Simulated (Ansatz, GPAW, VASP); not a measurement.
WC: programs and potentials compared

```
W C
1.0
     2.90650    0.00000    0.00000
    -1.45325    2.51710    0.00000
     0.00000    0.00000    2.83660
W C
1 1
Direct
  0.00000 0.00000 0.00000
  0.66667 0.33333 0.50000
```

Alike in all runs: task single point; functional PBE; k mesh 10 × 10 × 9; occupations gaussian, width 0.017 eV; no spin polarisation; no spin-orbit coupling. Pressure is positive in compression and, in plane waves, holds the error of the finite cutoff, which Ansatz's Pulay term estimates and takes out.

```csv
program and potentials,plane-wave cutoff (eV),notes,pressure (GPa)
"Ansatz, Ansatz PAW",420,Pulay term of +0.31 GPa included,5.60
"GPAW, GPAW PAW data sets (gpaw-data 1.2.1)",800,-,5.36
"Ansatz, all-electron LAPW, scalar-relativistic",-,-,?
"VASP, PBE PAW files C, W_sv, 520 eV",520,-,6.73
```

Task: Estimate from the other rows what the run with Ansatz, all-electron LAPW, scalar-relativistic gave.

Result: Pressure 5.69 GPa. The other rows, which needn't bracket it: pressure 5.36 to 6.73.
